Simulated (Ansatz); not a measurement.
Runs of Ansatz 0.2.0 on Ta2N. It takes space group P-3m1 (No. 164, trigonal). Conventional cell: a = 3.113 Å, b = 3.113 Å, c = 4.870 Å, α = 90.00°, β = 90.00°, γ = 120.00°. Ta (site symmetry 3m) is surrounded by 3 N at 2.18 Å. Around N (site symmetry -3m) lie 6 Ta at 2.18 Å. The cell comes from a database or a generator and needn't be the stable form of this composition.

```tsv
task	level	potentials or basis	spin	cell	k mesh	cutoff (eV)	smearing	other keys	mesh quality	gap on the mesh (eV)	pressure (GPa)	largest force (eV/Å)
density of states	B3LYP	Ansatz PAW	SOC, no magnetisation	as given	6 × 6 × 4	420	methfessel-paxton 0.1 eV	-	coarse	none	(a)	0.04
single point	BPBE	Ansatz PAW	SOC, no magnetisation	volume scaled by 1.04	10 × 10 × 6	420	fermi-dirac 0.01 eV	-	not flagged	none	-11.7	(b)
atomic charges	BLYP+D3(BJ)	Ansatz PAW	SOC, no magnetisation	as given	10 × 10 × 6	420	tetrahedron	-	not flagged	none	-7.7	0.41
relaxation of cell and atoms	RPBE	JTH PAW	off	relaxed from: atoms moved at random, drawn with an rms of 0.1 Å	10 × 10 × 6	1320	gaussian 0.001 eV	scf.occupations.method = gaussian; scf.occupations.width = 0.001	not flagged	-	0.0	-
```

Q: Estimate the missing entries.

A: (a) 1.0; (b) 0.20.

Caveats: some runs use coarse meshes; the PAW data sets come from PBE, with cores solved anew for the run's functional, which leaves a small shift of forces and pressure (some runs); the thresholds are loose for stress (some runs); pairwise dispersion overbinds metals, which lowers pressure and volume (some runs); with tetrahedron occupations forces and stress needn't match the slope of the energy (some runs); the plane-wave basis is chosen anew once the cell has moved, so the energies of steps on either side of that aren't comparable (some runs).

A k mesh can miss the band edges, and rows without SOC leave out spin-orbit coupling on Ta.

A gap of «none» marks a metal or a gap under the smearing width.

Runs at the PBE level aren't shown here.
